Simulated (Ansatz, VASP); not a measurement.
# Sn23PO48 (P_Sn): VASP beside Ansatz, part 3 of 3

Aim: how closely do two programs agree when they are given the same cell, functional and k mesh? Of the first pair: The structure shown is the start of the Ansatz relaxation below; VASP solves that cell, so the two are compared at the walk's first step.

VASP 6.6.1 and Ansatz 0.2.0.

So far. Step 3 (VASP: single point, r2SCAN, start cell, pair 1): The run ends at a pressure of 4.31 GPa, with forces up to 2.3 eV/Å.

## 6. VASP: single point, r2SCAN, relaxed cell, pair 2

Level of this step: r2SCAN; plane waves and PAW (Sn_d, O, P) (VASP).

The same cell, functional and mesh now go to VASP, with its own data sets.

INCAR

```
SYSTEM = Sn23PO48
PREC = Accurate
ENCUT = 580
EDIFF = 1E-06
NELM = 120
ISMEAR = 0
SIGMA = 0.01
LREAL = Auto
ALGO = Normal
METAGGA = R2SCAN
LASPH = .TRUE.
NELECT = 616
NBANDS = 360
LORBIT = 11
LWAVE = .FALSE.
LCHARG = .FALSE.
ISIF = 2
ISYM = 0
GGA_COMPAT = .FALSE.
EFERMI = MIDGAP
LMIXTAU = .TRUE.
NCORE = 2
```

POSCAR

```
Sn23PO48
1.0
    9.5155030700      0.0000000000      0.0000000000
    0.0000000000      9.5155030700      0.0000000000
    0.0000000000      0.0000000000      9.6020443900
Sn O P
23 48 1
Direct
    0.2488037568      0.2488236051      0.1663966265
    0.0001216997      0.0001545643      0.9986274676
    0.2550770509      0.2551036836      0.5011828984
    0.0000640173      0.0000715271      0.3340467298
    0.2552467459      0.2552740045      0.8315819243
    0.0000914470      0.0001340532      0.6663391136
    0.2518468890      0.7483579015      0.1663368148
    0.0000952133      0.5000987504      0.9989685623
    0.2524395007      0.7478516295      0.5027804299
    0.0001048986      0.5001568675      0.3337456940
    0.2523783590      0.7477723889      0.8298773680
    0.0000979846      0.5001190286      0.6663512369
    0.7483522788      0.2518698976      0.1663969983
    0.5000563567      0.0000977644      0.9989675994
    0.7478293510      0.2524591638      0.5028353240
    0.5001240068      0.0001197243      0.3337458704
    0.7477234848      0.2524066100      0.8299410187
    0.5000956791      0.0001161355      0.6663531822
    0.7513859174      0.7514117632      0.1663136831
    0.5001087869      0.5000876473      0.9938204291
    0.7449531864      0.7449736427      0.5011343995
    0.5000918822      0.5001363053      0.3389065351
    0.7450696158      0.7450932849      0.8314904598
    0.0950735675      0.4010278297      0.1664007187
    0.4009941869      0.0950871681      0.1663688153
    0.1540459892      0.1541294975      0.9971476039
    0.3492280079      0.3492073105      0.9997902741
    0.0997924779      0.4047022620      0.5005328851
    0.4046531392      0.0997964503      0.5005006159
    0.1540182492      0.1540766491      0.3350897700
    0.3492377231      0.3492403905      0.3336570030
    0.0997816105      0.4047077664      0.8322302716
    0.4046686059      0.0997971970      0.8321968909
    0.1581874067      0.1582575159      0.6661788267
    0.3656007269      0.3656178832      0.6666629316
    0.0982904169      0.9019080075      0.1663235481
    0.4042197166      0.5960044850      0.1663626638
    0.1588791937      0.6481160654      0.9966240452
    0.3520718293      0.8413217466      0.9971149870
    0.0979858353      0.9022331669      0.5003743947
    0.4123577524      0.5875588537      0.5283501504
    0.1588700905      0.6481498550      0.3355193940
    0.3520856237      0.8413357883      0.3360169515
    0.0979506506      0.9022030948      0.8322942914
    0.4126770174      0.5878178824      0.8043211413
    0.1494035727      0.6548610567      0.6660554170
    0.3453379743      0.8508524673      0.6665899780
    0.5959947561      0.4042175897      0.1663939054
    0.9019041929      0.0983368139      0.1663209464
    0.6481149262      0.1588804425      0.9967122401
    0.8412904969      0.3521129282      0.9971891193
    0.5875103068      0.4123793926      0.5283834607
    0.9022383920      0.0980489802      0.5003521957
    0.6481353075      0.1588839809      0.3355917763
    0.8413312977      0.3521157530      0.3360913174
    0.5878082496      0.4126818696      0.8043334518
    0.9021841481      0.0980121316      0.8322840473
    0.6548649189      0.1493777789      0.6661302606
    0.8508014921      0.3453711295      0.6666797244
    0.5991813794      0.9051376724      0.1663336088
    0.9051132094      0.5992024933      0.1662969909
    0.6509580481      0.6509902740      0.9990788417
    0.8461390450      0.8461637230      0.9975811126
    0.5955229534      0.9004367177      0.5005267087
    0.9003853918      0.5955074197      0.5004985843
    0.6510057516      0.6509956195      0.3329449907
    0.8461169442      0.8461387127      0.3355431616
    0.5955318221      0.9004525699      0.8322100481
    0.9003991456      0.5955256486      0.8321728682
    0.6345683860      0.6345969588      0.6660113539
    0.8419957654      0.8420106620      0.6665278027
    0.5000580719      0.5001070924      0.6663327336
```

KPOINTS

```
Points of the shifted mesh
1
Reciprocal
 0.2500000000  0.2500000000  0.2500000000 1
```

Potentials, in the order of the species: Sn_d, O and P (PBE family, release 64).

Launch:

```sh
$ mpirun -np 8 vasp_std
```

Numbers of over 12 decimals in the logs are rounded to 6 here.

What it wrote:

```text
[banner, memory and clock lines left out]
running    8 mpi-ranks, on    1 nodes
[...]
[... a notice as in an earlier step ...]

 LDA part: xc-table for (None), standard interpolation
 POSCAR, INCAR and KPOINTS ok, starting setup
[...]
entering main loop
       N       E                     dE             d eps       ncg     rms          rms(c)
DAV:   1     0.142034654123E+05    0.14203E+05   -0.25083E+05   720   0.293E+03
DAV:   2     0.260833298114E+04   -0.11595E+05   -0.11114E+05   720   0.936E+02
DAV:   3    -0.718413948588E+03   -0.33267E+04   -0.31342E+04   744   0.374E+02
DAV:   4    -0.118879811541E+04   -0.47038E+03   -0.45877E+03   824   0.145E+02
DAV:   5    -0.121462014016E+04   -0.25822E+02   -0.25370E+02   864   0.328E+01BRMIX: very serious problems
 the old and the new charge density differ
 old charge density:   615.00000 new  616.00001
    0.543E+01
DAV:   6    -0.107148119170E+04    0.14314E+03   -0.19298E+02  1048   0.674E+01    0.240E+01
DAV:   7    -0.993534307070E+03    0.77947E+02   -0.40942E+01  1024   0.216E+01    0.115E+01
DAV:   8    -0.105112612833E+04   -0.57592E+02   -0.14335E+01   976   0.152E+01    0.577E+00
DAV:   9    -0.980337767729E+03    0.70788E+02   -0.99038E+00   920   0.863E+00    0.282E+00
[...]
DAV:  22    -0.989692607082E+03   -0.75404E-04   -0.16755E-05   688   0.142E-02    0.460E-03
DAV:  23    -0.989692610476E+03   -0.33940E-05   -0.26468E-06   496   0.555E-03    0.262E-03
DAV:  24    -0.989692610208E+03    0.26755E-06   -0.43340E-07   384   0.265E-03
   1 F= -.98969261E+03 E0= -.98969261E+03  d E =0.000000E+00
```

OUTCAR, selected parts (step 6):

```text
 POSITION                                       TOTAL-FORCE (eV/Angst)
 -----------------------------------------------------------------------------------
      2.36749      2.36768      1.59775         0.015945      0.017298     -0.003852
      0.00116      0.00147      9.58887        -0.005052     -0.001941     -0.007188
      2.42719      2.42744      4.81238         0.002453      0.002407      0.008298
      0.00061      0.00068      3.20753        -0.002533      0.000412     -0.004157
      2.42880      2.42906      7.98489         0.002032      0.002692     -0.010051
      0.00087      0.00128      6.39822        -0.002208     -0.000451      0.001494
      2.39645      7.12100      1.59717        -0.009147      0.012485     -0.002020
      0.00091      4.75869      9.59214        -0.004421     -0.003950     -0.000349
      2.40209      7.11618      4.82772         0.005537     -0.003119     -0.008861
      0.00100      4.75924      3.20464        -0.003992     -0.004889     -0.005389
      2.40151      7.11543      7.96852         0.003499     -0.003315      0.006367
      0.00093      4.75888      6.39833        -0.002587     -0.004108      0.004527
      7.12095      2.39667      1.59775         0.013105     -0.008670      0.000781
      4.75829      0.00093      9.59213         0.000554      0.000781      0.000232
[...]
-----------------------------------------------------------------------------------
    total drift:                               -0.015960     -0.019181     -0.015757

  FREE ENERGIE OF THE ION-ELECTRON SYSTEM (eV)
  ---------------------------------------------------
  free  energy   TOTEN  =      -989.6926102083 eV

  energy  without entropy=     -989.6926102083  energy(sigma->0) =     -989.69261021
```

The run ends at a pressure of 2.95 GPa, with forces up to 0.068 eV/Å.

## 7. Comparison

Both answers:

```tsv
quantity	Ansatz	VASP	difference
gap on the k mesh (eV)	1.384	1.382	+0.002
```

At this near-relaxed geometry the largest component of a force difference is 40 meV/Å. A gap on the mesh is an upper bound, since the band edges may lie between its points. The cell carries a charge of -1 e against a uniform background, so its pressure also hangs on how the neutralising background is counted, and in a defect's cell a gap may be the spacing between its levels.

## 8. Summary of results

```
r.m.s. force difference (single point, r2SCAN, start cell, pair 1)   : 4.3 % of the r.m.s. force
r.m.s. force difference (single point, r2SCAN, relaxed cell, pair 2) : 16 meV/Å
```

In words: The r.m.s. force difference is 4.3 % of the r.m.s. force (single point, r2SCAN, start cell, pair 1), beyond the 3 % picked in this series as the mark of a large difference. What causes the difference of the single point, r2SCAN, start cell, pair 1 pair stays open here. What causes the difference of the single point, r2SCAN, relaxed cell, pair 2 pair stays open here. Such differences can come from data sets, numerical settings and the points named under the comparisons, not from the functional's error against experiment.

[Lines on the potential files, build, host, timing and source positions are cut from VASP's logs without a mark.]

[Logs are printed without paths, hosts, clocks, repeated set-up lines and the standing remarks that a program may print on its own settings, such as how far it seeks lower states.]

[Hosts, paths, dates, database ids (printed as entryN), source tags and the programs' standing remarks are cut or masked in the printed files.]
